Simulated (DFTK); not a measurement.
## As under changes of volume

One of the cells (21.530 Å³/atom); the others are scaled copies at fixed shape and fractional positions:

```xyz
2
Lattice="1.8808 1.0859 3.5141 -1.8808 1.0859 3.5141 0.0000 -2.1718 3.5141" Properties=species:S:1:pos:R:3 pbc="T T T"
As    0.0000    0.0000    2.3825
As    0.0000    0.0000    8.1597
```

* Program: DFTK 0.8.2
* Functional: PBEsol
* Potentials or basis: cp2k.nc.sr.pbe.v0_1.semicore.gth (PBE, GTH)
* Cutoff: 735 eV
* k mesh: 6 × 6 × 6
* Occupations: fermi-dirac, width 0.05 eV
* Spin: no spin polarisation

```csv
volume (Å³/atom),energy over the lowest point (meV/atom),pressure (GPa),largest force (eV/Å)
20.239,39.64,7.4,0.960
20.669,22.10,5.3,0.770
21.100,9.87,3.4,0.610
21.530,?,?,?
21.961,0.00,0.1,0.333
22.392,1.40,-1.4,0.208
22.822,6.48,-2.7,0.090
```

Problem. What does the run at 21.530 Å³/atom give?

Solution. Energy over the lowest point 2.67 meV/atom; pressure 1.7 GPa; largest force 0.466 eV/Å.

Worked out: A Birch-Murnaghan fit of order 3 (a polynomial in V^(-2/3)) to the other rows has its minimum at 22.02 Å³/atom with B0 = V·E''(V) = 77 GPa and B' = 3.9 at fixed shape and positions, which overstates the stiffness. It gives 2.71 meV/atom at 21.530 Å³/atom, against the run's 2.67, and -dE/dV = 1.8 GPa, against 1.7.

Energies are extrapolated to zero smearing.

Caveats: GTH potentials come without recommended cutoffs, and this one wasn't checked for convergence; the potentials were made for another functional, which shifts forces and pressure.
